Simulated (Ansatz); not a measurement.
# Ni: starts and ends of a spin-polarised SCF, part 2 of 2

Is Ni magnetic at this level, in which order, and do all starts find it? Single-point runs from several starts follow. The cell (2 atoms) is Ni in the deposited crystal structure (space group Fm-3m, primitive cell doubled). Source: COD entry 4320501; the sample's temperature and pressure aren't taken into account.

Ansatz 0.2.0; DFT PBE, PAW, plane waves, scalar-relativistic. The steps go on from the part before.

## Step 7: Moments +- scaled by 0.4, plain SCF

The input, input.yaml:

```yaml
crystal:
  lattice:
    - [0.0, 1.76726, 1.76726]
    - [1.76726, 0.0, 1.76726]
    - [3.53452, 3.53452, 0.0]
  atoms:
    - { symbol: Ni, position: [0.0, 0.0, 0.0], spin: 0.8 }
    - { symbol: Ni, position: [0.0, 0.0, 0.5], spin: -0.8 }
magnetization:
  spin_polarized: true
hamiltonian:
  xc: pbe
  pseudopotentials: { kind: paw }
basis:
  ecutwfc: 420
kpoints:
  mp_grid: { grid: [13, 13, 7] }
scf:
  occupations: { method: fermi_dirac, width: 0.05 }
  lower_state_search: "off"
output:
  forces: true
  stress: true
```

The run is started by

```
$ ansatz run input.yaml --threads 2 --pin off --max-ram 5120MiB --backend cpu --events-out ev --progress --plain --runs-dir out
```

The log of the run, shortened:

```text
[... 18 lines as in an earlier run ...]
Starting moments: Σ|m| = 1.6 μB on 2 of 2 sites
[... 3 lines as in an earlier run ...]
[...]
SCF iter   1: F=—  HF=-11679.293042 eV  |F-HF|=—  |Δ(HF+E_count)|=         —  Δρ=3.47e-2 (↑3.47e-2 ↓3.47e-2)  dr2=1.34e-1  dr2_m=1.69e-1  M=0.000 μB ∫|m|=1.047 μB  β_m=0.30  ethr=3.72e-4  ⟨swp⟩=1.0  Hψ=37553  notcnv=0
[...]
spin-set hold released at iteration 8 (site moments contracting): the magnetisation degrees of freedom join the quasi-Newton model from the next iteration; the mixer history was flushed
[...]
SCF iter  18: F=-11679.347300 eV  HF=-11679.347300 eV  |F-HF|=2.06e-10  |Δ(HF+E_count)|=   5.15e-9  Δρ=1.57e-6 (↑1.57e-6 ↓1.57e-6)  dr2=2.24e-10  dr2_m=3.59e-10  M=0.000 μB ∫|m|=0.614 μB  ethr=4.74e-11  ⟨swp⟩=2.0  Hψ=22457  notcnv=0
[...]
SCF converged after 18 iterations
Magnetization: 0.0000 μB (18.0000 up, 18.0000 down)
Absolute magnetization: 0.6143 μB (∫|ρ↑−ρ↓|, with the PAW one-centre terms)
Spin contamination: 0.2088 ħ² per cell (⟨S²⟩ above its minimum at these occupations)
Per-site moments (μB) at R_I (Å): [(0.29984587134097956, 1.030954262348784), (-0.29984587134097956, 1.030954262348784)]
Free energy (F): -11679.347300 eV
[...]
E sigma→0 (E₀):  -11679.322744 eV
Entropy (-TS):   -0.049112 eV (-24.556 meV/atom)
Fermi energy:    17.685870 eV
[... 24 lines left out: energy terms, forces, stress ...]
```

Wall time 11 s (2 threads of Arm Neoverse V1, shared host); peak memory 0.46 GiB.

Nothing new: the 18 iterations lead to the state found in step 3 (antiferromagnetic).

## Step 8: A moment on one site alone, plain SCF

Edit input.yaml of step 7 so:

```diff
@@ -6,4 +6,4 @@
   atoms:
-    - { symbol: Ni, position: [0.0, 0.0, 0.0], spin: 0.8 }
-    - { symbol: Ni, position: [0.0, 0.0, 0.5], spin: -0.8 }
+    - { symbol: Ni, position: [0.0, 0.0, 0.0] }
+    - { symbol: Ni, position: [0.0, 0.0, 0.5], spin: 2.0 }
 magnetization:
@@ -23 +23,5 @@
   stress: true
+  write_density: true
+  write_potential: true
+  elf: true
+  volumetric_format: npy
```

The run is started by

```
$ ansatz run input.yaml --threads 2 --pin off --max-ram 5120MiB --backend cpu --events-out ev --progress --plain --runs-dir out
```

The log of the run, shortened:

```text
[... 18 lines as in an earlier run ...]
Starting moments: Σ|m| = 2 μB on 1 of 2 sites
[... 2 lines as in an earlier run ...]
SCF iter   1: F=—  HF=-11679.255779 eV  |F-HF|=—  |Δ(HF+E_count)|=         —  Δρ=1.07e-1 (↑1.07e-1 ↓4.11e-2)  dr2=2.96e0  dr2_m=6.41e-1  M=1.376 μB ∫|m|=1.491 μB  β_m=0.30  ethr=3.10e-3  ⟨swp⟩=5.2  Hψ=54831  notcnv=0
[...]
spin-set hold released at iteration 5 (the charge has settled, or the pull on large starting moments outlasts its swing): the magnetisation degrees of freedom join the quasi-Newton model from the next iteration; the mixer history was flushed
[...]
SCF iter  23: F=-11679.454486 eV  HF=-11679.454486 eV  |F-HF|=5.78e-8  |Δ(HF+E_count)|=  7.39e-10  Δρ=1.36e-5 (↑6.21e-6 ↓1.36e-5)  dr2=5.86e-8  dr2_m=3.26e-9  M=1.246 μB ∫|m|=1.430 μB  ethr=1.62e-10  ⟨swp⟩=5.6  Hψ=81569  notcnv=0
[...]
SCF converged after 23 iterations
an eigenvalue changed by more than its tolerance at an iteration that met the thresholds in force, so the SCF went on 1 time: the last check found none over its tolerance
Magnetization: 1.2458 μB (18.6229 up, 17.3771 down)
Absolute magnetization: 1.4312 μB (∫|ρ↑−ρ↓|, with the PAW one-centre terms)
Spin contamination: 0.0140 ħ² per cell (⟨S²⟩ above its minimum at these occupations)
Per-site moments (μB) at R_I (Å): [(0.6619664169482113, 1.030954262348784), (0.6619189691209052, 1.030954262348784)]
Free energy (F): -11679.454486 eV
[...]
E sigma→0 (E₀):  -11679.440294 eV
Entropy (-TS):   -0.028384 eV (-14.192 meV/atom)
Fermi energy:    17.861093 eV
[... 29 lines left out: energy terms, forces, stress, bands ...]
```

It took 29 s on 2 threads of Arm Neoverse V1, shared host; peak memory 0.51 GiB.

The run ends in the same state as step 2 (ferromagnetic); it took 23 iterations.

## Step 9: Parallel moments, Broyden mixing, no switch to direct minimisation

Edit input.yaml of step 8 so:

```diff
@@ -6,3 +6,3 @@
   atoms:
-    - { symbol: Ni, position: [0.0, 0.0, 0.0] }
+    - { symbol: Ni, position: [0.0, 0.0, 0.0], spin: 2.0 }
     - { symbol: Ni, position: [0.0, 0.0, 0.5], spin: 2.0 }
@@ -20,2 +20,4 @@
   lower_state_search: "off"
+  algorithm: density_mixing
+  mixing: { algorithm: broyden, beta: 0.3 }
 output:
@@ -23,5 +25 @@
   stress: true
-  write_density: true
-  write_potential: true
-  elf: true
-  volumetric_format: npy
```

The run is started by

```
$ ansatz run input.yaml --threads 2 --pin off --max-ram 5120MiB --backend cpu --events-out ev --progress --plain --runs-dir out
```

The log of the run, shortened:

```text
[... 18 lines as in an earlier run ...]
Starting moments: Σ|m| = 4 μB on 2 of 2 sites
[... 3 lines as in an earlier run ...]
SCF iter   1: F=—  HF=-11678.906306 eV  |F-HF|=—  |Δ(HF+E_count)|=         —  Δρ=1.27e-1 (↑1.14e-1 ↓1.27e-1)  dr2=2.45e-2  dr2_m=2.93e0  M=1.874 μB ∫|m|=2.089 μB  β_m=0.56  ethr=6.83e-5  ⟨swp⟩=1.0  Hψ=78145  notcnv=0
[...]
[... 1 line as in an earlier run ...]
[...]
SCF iter  14: F=-11679.454486 eV  HF=-11679.454486 eV  |F-HF|=1.70e-8  |Δ(HF+E_count)|=   2.74e-7  Δρ=6.65e-6 (↑5.43e-6 ↓6.65e-6)  dr2=2.90e-9  dr2_m=3.04e-9  M=1.246 μB ∫|m|=1.430 μB  ethr=2.79e-11  ⟨swp⟩=4.0  Hψ=45458  notcnv=0
[...]
this state was not tested for a lower state beside it, because the mixer in use, unlike msr1, does not test its closes by its own steps (another_mixer; see scf.mixing.algorithm and scf.lower_state_search)
SCF converged after 14 iterations
Magnetization: 1.2458 μB (18.6229 up, 17.3771 down)
Absolute magnetization: 1.4312 μB (∫|ρ↑−ρ↓|, with the PAW one-centre terms)
Spin contamination: 0.0140 ħ² per cell (⟨S²⟩ above its minimum at these occupations)
Per-site moments (μB) at R_I (Å): [(0.6619455467211708, 1.030954262348784), (0.6619455467211708, 1.030954262348784)]
Free energy (F): -11679.454486 eV
[...]
E sigma→0 (E₀):  -11679.440295 eV
Entropy (-TS):   -0.028383 eV (-14.192 meV/atom)
Fermi energy:    17.861152 eV
[... 24 lines left out: energy terms, forces, stress ...]
```

Run time: 18 s. Hardware: 2 threads of Arm Neoverse V1, shared host; peak memory 0.49 GiB.

The run ends in the same state as step 2 (ferromagnetic); it took 14 iterations.

## Step 10: Comparing the starts

```
step  iterations  state  moments of Ni1 Ni2 (μB)  total (μB)  gap (eV)  pressure (GPa)  above lowest (meV/atom)
   2          10      1                0.66 0.66        1.25      none            -2.7                      0.0
   3          13      2               0.30 -0.30        0.00      none            -3.2                     53.6
   4           6      3                0.00 0.00        0.00      none            -3.6                     56.2
   5          11      1                0.66 0.66        1.25      none            -2.7                      0.0
   6          14      1                0.66 0.66        1.25      none            -2.7                      0.0
   7          18      2               0.30 -0.30        0.00      none            -3.2                     53.6
   8          23      1                0.66 0.66        1.25      none            -2.7                      0.0
   9          14      1                0.66 0.66        1.25      none            -2.7                      0.0
```

States are numbered from the lowest. Starts by step: 2 parallel moments, plain SCF; 3 opposed moments +-, plain SCF; 4 no spin polarisation; 5 spin on, no moments given (the program may seed its own), plain SCF; 6 parallel moments scaled by 0.1, plain SCF; 7 moments +- scaled by 0.4, plain SCF; 8 a moment on one site alone, plain SCF; 9 parallel moments, Broyden mixing, no switch to direct minimisation.

The 8 runs of this session took 1.9 min in all, from 5.4 s to 29 s each.

Decimal logarithm of the largest residual (eV) by iteration, counted through all cycles of a run (7 of the 8 runs):

```
iteration  step 2  step 3  step 4  step 5  step 6  step 7  step 8
        1     0.5     0.5    -3.3     0.8    -0.8    -0.8     0.5
        2     0.2     0.3    -4.0    -0.4    -1.2    -0.9     1.1
        3    -0.9    -0.8    -5.0    -0.6    -1.4    -1.1     0.1
        4    -1.9    -1.5    -6.4    -0.5    -1.8    -1.2     0.1
        5    -3.0    -2.2    -7.4    -2.4    -2.4    -1.4    -0.1
        7    -4.5    -3.7       -    -3.1    -2.5    -1.7     1.1
        9    -7.4    -4.9       -    -5.8    -1.7    -1.9    -0.6
       11       -    -7.1       -    -8.7    -4.5    -3.0    -1.6
       13       -    -8.3       -       -    -8.2    -5.1    -1.8
       15       -       -       -       -       -    -5.6    -2.6
       17       -       -       -       -       -    -7.8    -3.3
       19       -       -       -       -       -       -    -5.3
       21       -       -       -       -       -       -    -7.2
       23       -       -       -       -       -       -    -7.2
```

## Step 11: Results

What follows sums up all 2 parts.

| quantity | value |
| --- | --- |
| distinct states | 3 from 8 converged runs |
| lowest state from plain starts | ferromagnetic |
| its moments | Ni1 0.66, Ni2 0.66 μB |
| total moment | 1.25 μB per cell |
| gap on the k-mesh | none |
| pressure | -2.7 GPa |
| largest force | 0.000 eV/Å |
| next state | antiferromagnetic, 53.6 meV/atom higher |
| highest state | non-magnetic (no spin polarisation), 56.2 meV/atom higher |

In words: Distinct end states: 3, from 8 converged runs. Switching spin polarisation off costs 56.2 meV/atom in free energy, smearing entropy included. The best antiferromagnetic state lies 53.6 meV/atom above the best ferromagnetic one. These are lowest states among those tried, not proven ground states. The mesh has less symmetry than the lattice, which lowers the symmetry of the run.
